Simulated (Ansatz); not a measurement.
Reaction (isomerisation): `c1c[nH]cn1` → `N=C1CC1=N`

Isolated molecules relaxed with PBE0-D4/def2-TZVP in Ansatz; ΔE leaves out vibrations. CCSD(T)/CBS is the MP2 limit (def2-TZVPP, def2-QZVPP) plus CCSD(T) − MP2 in def2-TZVPP, frozen cores. This one scheme is used for every species. DFT in def2-TZVPP. B3LYP here is the variant with VWN-RPA as its local correlation; programs differ in this. Each species was taken in one conformer, which may not be the lowest.

CCSD(T)/CBS gives +277.3 kJ/mol.

Another level gave +281.8 kJ/mol. Which?
A. B3LYP/def2-TZVPP
B. B97M-V/def2-TZVPP
C. MP2/def2-TZVPP
D. BHLYP-D4/def2-TZVPP

D. BHLYP-D4 281.8, MP2/def2-TZVPP 295.6, B97M-V 257.4, B3LYP 263.4 kJ/mol.

What do rigid-rotor, harmonic-oscillator terms from PBE0-D4/def2-TZVP frequencies (298.15 K, 1 bar) make of the CCSD(T)/CBS value? (Best estimate.)

Ansatz gave: ΔZPE = -12.3 kJ/mol, ΔH = +268.2 kJ/mol, ΔS = 16 J/(mol·K), ΔG = +263.3 kJ/mol.

Largest T1 diagnostic among the species: 0.013.

The D4 term adds +3.6 kJ/mol with B3LYP and +1.6 kJ/mol with PBE0; it sums over pairs of atoms, weighted by their polarisabilities, and B3LYP, whose exchange is more repulsive, gets the larger term. From r2SCAN to r2SCAN0 (25 % exact exchange), in def2-TZVPP and without D4, ΔE moves by +11.6 kJ/mol. Leaving LDA and LC-ωPBE aside and taking each functional with its dispersion term where it has one, the values, not all of them listed here, spread over 40.0 kJ/mol, from BLYP-D4 to PBE-QIDH. LDA lies +37.9 kJ/mol from PBE without D4.

CCSD(T)/CBS has its own doubt, a few kJ/mol and more with outer-core shells, so smaller differences from it don't rank the levels.
